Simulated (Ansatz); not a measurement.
Band table of AgCl (CsCl type)

```
Ag Cl
1.0
     3.19179    0.00000    0.00000
     0.00000    3.19179    0.00000
     0.00000    0.00000    3.19179
Ag Cl
1 1
Direct
  0.00000 0.00000 0.00000
  0.50000 0.50000 0.50000
```

The cell comes from a relaxation on PAW files under the same functional, begun from a prototype that needn't be the stable phase.

Computed with Ansatz 0.2.0; functional PBEsol, scalar-relativistic. Settings: a Γ-centred 13×13×13 k mesh, Fermi–Dirac smearing of 0.08 eV, no spin polarisation. Methods: LAPW: all electrons, basis error target 1 meV/atom.

This run: volume at 0.88 of the series' base cell.

Path points, in fractions of the reciprocal vectors: Γ (0.000, 0.000, 0.000), X (0.000, 0.500, 0.000), M (0.500, 0.500, 0.000), R (0.500, 0.500, 0.500). The distance column jumps between branches of the path. Levels in eV from the valence-band top; bands 9 to 19, counted from the lowest band of the run. The gap is 0.59 eV, the pressure 11.65 GPa.

```
# k(1/Å) point b9 b10 b11 b12 b13 b14 b15 b16 b17 b18 b19
0.000 Γ -16.19 -3.95 -3.95 -2.44 -2.44 -2.44 -2.31 -2.31 -2.31 0.59 8.81
0.123 - -16.16 -4.00 -3.94 -2.74 -2.74 -2.51 -2.44 -2.00 -2.00 0.86 8.78
0.246 - -16.08 -4.27 -3.91 -3.06 -3.06 -2.77 -2.43 -1.61 -1.61 1.44 8.72
0.369 - -15.96 -4.83 -3.87 -3.35 -3.35 -2.78 -2.42 -1.23 -1.23 2.11 8.62
0.492 - -15.80 -5.51 -3.82 -3.59 -3.59 -2.61 -2.40 -0.85 -0.85 2.75 8.50
0.615 - -15.63 -6.14 -3.79 -3.79 -3.76 -2.38 -2.36 -0.52 -0.52 3.36 8.37
0.738 - -15.48 -6.65 -3.94 -3.94 -3.72 -2.37 -2.12 -0.24 -0.24 3.96 7.69
0.861 - -15.38 -6.98 -4.02 -4.02 -3.69 -2.36 -1.95 -0.06 -0.06 4.52 6.93
0.984 X -15.34 -7.10 -4.05 -4.05 -3.68 -2.35 -1.89 0.00 0.00 4.81 6.55
1.107 - -15.32 -7.05 -4.09 -4.03 -3.65 -2.38 -1.89 -0.20 -0.04 5.04 6.26
1.230 - -15.27 -6.90 -4.19 -3.94 -3.60 -2.44 -1.91 -0.70 -0.15 5.59 5.61
1.353 - -15.20 -6.67 -4.36 -3.80 -3.52 -2.54 -1.93 -1.27 -0.33 4.80 6.30
1.476 - -15.11 -6.37 -4.58 -3.62 -3.45 -2.65 -1.95 -1.81 -0.56 4.03 7.03
1.599 - -15.02 -6.02 -4.81 -3.42 -3.41 -2.76 -2.23 -1.97 -0.83 3.36 7.76
1.722 - -14.94 -5.66 -5.03 -3.47 -3.19 -2.85 -2.53 -1.97 -1.09 2.85 8.50
1.846 - -14.88 -5.36 -5.18 -3.57 -3.00 -2.91 -2.71 -1.96 -1.31 2.53 9.22
1.969 M -14.86 -5.23 -5.23 -3.63 -2.93 -2.93 -2.76 -1.95 -1.39 2.43 9.68
2.143 - -14.90 -5.39 -5.19 -3.53 -3.05 -2.91 -2.65 -1.97 -1.23 2.64 8.96
2.317 - -15.03 -5.63 -5.07 -3.41 -3.28 -2.86 -2.42 -2.01 -0.90 3.26 8.04
2.491 - -15.23 -5.68 -4.89 -3.46 -3.37 -2.78 -2.22 -2.07 -0.65 4.06 7.41
2.665 - -15.48 -5.44 -4.66 -3.53 -3.41 -2.69 -2.14 -2.10 -0.63 4.20 7.74
2.839 - -15.75 -4.93 -4.41 -3.49 -3.44 -2.59 -2.20 -2.05 -0.86 3.39 8.73
3.013 - -15.98 -4.29 -4.18 -3.49 -3.22 -2.51 -2.26 -2.03 -1.30 2.22 8.87
3.187 - -16.13 -4.01 -3.97 -3.03 -2.86 -2.46 -2.30 -2.08 -1.83 1.11 8.82
3.361 Γ -16.19 -3.95 -3.95 -2.44 -2.44 -2.44 -2.31 -2.31 -2.31 0.59 8.81
3.574 - -16.11 -4.00 -4.00 -3.27 -2.74 -2.74 -2.00 -2.00 -1.97 1.35 8.91
3.787 - -15.88 -4.18 -4.18 -4.11 -3.00 -3.00 -1.95 -1.65 -1.65 2.86 9.25
4.000 - -15.55 -4.57 -4.51 -4.51 -3.10 -3.10 -2.15 -1.35 -1.35 4.03 9.50
4.213 - -15.18 -4.95 -4.95 -4.63 -2.99 -2.99 -2.55 -1.09 -1.09 4.20 8.36
4.426 - -14.82 -5.41 -5.41 -4.69 -2.70 -2.70 -2.70 -0.85 -0.85 3.97 6.75
4.639 - -14.49 -5.80 -5.80 -5.27 -2.34 -2.34 -1.94 -0.60 -0.60 3.83 5.29
4.852 - -14.25 -6.06 -6.06 -5.90 -2.04 -2.04 -0.80 -0.33 -0.33 3.77 4.18
5.065 R -14.16 -6.15 -6.15 -6.15 -1.92 -1.92 -0.19 -0.19 -0.19 3.74 3.74
5.239 - -14.22 -6.10 -6.08 -5.97 -2.03 -1.96 -0.52 -0.49 -0.19 3.71 3.97
5.413 - -14.39 -5.99 -5.89 -5.47 -2.31 -2.13 -1.22 -1.11 -0.20 3.71 4.59
5.587 - -14.61 -5.92 -5.59 -4.70 -2.66 -2.48 -1.97 -1.54 -0.20 3.83 5.48
5.761 - -14.84 -6.04 -5.21 -3.76 -3.00 -2.75 -2.62 -1.73 -0.19 4.10 6.52
5.935 - -15.05 -6.36 -4.80 -3.36 -3.29 -2.73 -2.48 -1.83 -0.15 4.56 6.96
6.109 - -15.21 -6.73 -4.42 -3.72 -3.50 -2.55 -1.88 -1.41 -0.09 5.24 6.18
6.283 - -15.30 -7.00 -4.15 -3.97 -3.63 -2.40 -1.89 -0.44 -0.03 5.25 6.06
6.457 X -15.34 -7.10 -4.05 -4.05 -3.68 -2.35 -1.89 0.00 0.00 4.81 6.55
7.849 R -14.16 -6.15 -6.15 -6.15 -1.92 -1.92 -0.19 -0.19 -0.19 3.74 3.74
7.972 - -14.19 -6.12 -6.12 -6.05 -2.00 -1.92 -0.35 -0.35 -0.21 3.62 3.97
8.095 - -14.28 -6.05 -6.05 -5.77 -2.21 -1.92 -0.73 -0.73 -0.26 3.34 4.56
8.218 - -14.40 -5.93 -5.93 -5.34 -2.51 -1.93 -1.22 -1.22 -0.36 3.05 5.37
8.341 - -14.54 -5.78 -5.78 -4.78 -2.84 -1.93 -1.72 -1.72 -0.50 2.81 6.33
8.464 - -14.67 -5.61 -5.61 -4.17 -3.16 -2.18 -2.18 -1.94 -0.70 2.64 7.35
8.587 - -14.77 -5.43 -5.43 -3.54 -3.41 -2.56 -2.56 -1.95 -0.95 2.52 8.38
8.711 - -14.84 -5.29 -5.29 -3.58 -3.01 -2.83 -2.83 -1.95 -1.24 2.45 9.28
8.834 M -14.86 -5.23 -5.23 -3.63 -2.93 -2.93 -2.76 -1.95 -1.39 2.43 9.68
```
